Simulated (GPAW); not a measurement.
TiTe in GPAW: the effect of target pressure

The system is TiTe.

```
CELL_PARAMETERS angstrom
3.84200 0.00000 0.00000
-1.92100 3.32727 0.00000
0.00000 0.00000 6.40300
ATOMIC_POSITIONS crystal
Te 0.66667 0.33333 0.75000
Te 0.33333 0.66667 0.25000
Ti 0.00000 0.00000 0.50000
Ti 0.00000 0.00000 0.00000
```

Alike in all runs:

* Program: GPAW 26.7.0
* Task: relaxation of cell and atoms
* Functional: PBEsol
* Potentials or basis: PAW data sets generated in the run's folder for this functional
* Cutoff: 600 eV
* Basis: pw
* k mesh: 6 × 6 × 3
* Occupations: fermi-dirac, width 0.05 eV
* Spin: no spin polarisation

Each run relaxes the cell or the atoms first.

```csv
target pressure,target pressure,relaxed volume (Å³/atom)
0 GPa,-,?
2 GPa,2 GPa,19.87
5 GPa,5 GPa,19.35
10 GPa,10 GPa,18.62
20 GPa,20 GPa,17.48
30 GPa,30 GPa,16.61
```

What does the run with target pressure 0 GPa give?

Relaxed volume 20.27 Å³/atom.

Worked out: In Murnaghan's law V^(-B') rises as a straight line in P. The other rows fit best with B' = 3.9, V0 = 20.26 Å³/atom and B0 = 100 GPa, which gives 20.26 Å³/atom at 0 GPa, against the run's 20.27.

Caveats: later steps reuse the first step's grids; the volume moved by over 15 % at a fixed basis, so the end points are rough (some runs).
